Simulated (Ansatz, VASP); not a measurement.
This is a calculation of Ga for VASP 6.6.1.

File INCAR:

```
  ALGO = Normal
  EDIFF = 1E-7
  ENCUT = 520
  GGA = PE
  ISIF = 2
  ISMEAR = -1
  LASPH = T
  LCHARG = F
  LREAL = F
  LWAVE = F
  NBANDS = 20
  NELM = 60
  PREC = Accurate
  SIGMA = 0.05
```

Contents of KPOINTS:

```
k-points
0
Gamma
  10 10 8
```

Contents of POSCAR:

```
Ga
1.0
    1.4011994555     -4.0794863395      0.0000000000
    1.4011994555      4.0794863395      0.0000000000
   -0.1189930338      0.0000000000      3.3737493278
Ga
2
Direct
    0.1310000000      0.8690000000      0.7500000000
    0.8690000000      0.1310000000      0.2500000000
```

Potentials or basis: VASP PAW PBE potentials, release 64 (Ga_d).

Run with:

```bash
$ cat potpaw_PBE.64/Ga_d/POTCAR > POTCAR
$ mpirun -np 1 vasp_std > vasp.out
```

Translate it to Ansatz 0.2.0. Potentials there: Ansatz PAW.

As run (the cutoff follows the program's own potentials):

The input input.yaml:

```yaml
crystal:
  lattice:
    - [1.4011994555, -4.0794863395, 0.0]
    - [1.4011994555, 4.0794863395, 0.0]
    - [-0.1189930338, 0.0, 3.3737493278]
  atoms:
    - { symbol: Ga, position: [0.131, 0.869, 0.75] }
    - { symbol: Ga, position: [0.869, 0.131, 0.25] }
hamiltonian:
  xc: pbe
  pseudopotentials: { kind: paw }
kpoints:
  mp_grid: { grid: [10, 10, 8] }
scf:
  occupations: { method: fermi_dirac, width: 0.05 }
output:
  forces: true
  stress: true
  eigenvalues: true
```

Potentials or basis: Ansatz PAW.

Launch:

```console
$ ansatz run input.yaml --threads 2 --pin off --max-ram 5120MiB --backend cpu --events-out ev --progress --plain --runs-dir out
```

Both were run:

|  | VASP | Ansatz | Ansatz less VASP |
| --- | --- | --- | --- |
| gap on the k mesh at the Fermi level (eV) | none | none | - |
| pressure (GPa) | -0.3 | -0.4 | -0.08 |
| largest component of the traceless stress (GPa) | 0.86 | 0.84 | -0.020 |
| rms of the force components (eV/Å) | 0.107 | 0.106 | -0.0012 |

Atom by atom the forces differ by 0.001 eV/Å (rms over components). A gap of «none» marks a metal or a gap that the smearing closes.
